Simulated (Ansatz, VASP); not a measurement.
## Two plane-wave programs on Ta

```
Ta
1.0
     0.00000    2.08591    2.08591
     2.08591    0.00000    2.08591
     2.08591    2.08591    0.00000
Ta
1
Direct
  0.00000 0.00000 0.00000
```

This isn't the form of Ta at room conditions, which is bcc.

Alike in both runs: task relaxation of cell and atoms; functional PBEsol; k mesh 18 × 18 × 18; occupations gaussian, width 0.1 eV; no spin polarisation.

|  | VASP | Ansatz |
| --- | --- | --- |
| version | VASP 6.6.1 | Ansatz 0.2.0 |
| potentials or method | VASP PAW PBE potentials, release 64 (Ta_pv) | scalar-relativistic, plane waves, PAW |
| plane-wave cutoff (eV) | 600 | 420 |
| valence electrons in the cell | 11 | 13 |

```tsv
	VASP	Ansatz	Ansatz less VASP
gap on the k mesh at the Fermi level, each at its own relaxed structure (eV)	none	none	-
relaxed volume (Å³/atom)	18.21	18.20	-0.011
relaxed cell length with the largest relative difference (Å)	2.953	2.953	-0.0006
```

A gap of «none» marks a metal or a gap that the smearing closes. The two sets of potentials don't hold the same shells in valence.

Caveats: the PAW data sets were made with another functional, which shifts forces and pressure a little (VASP). Spin-orbit coupling is left out, which matters for the levels of Ta.
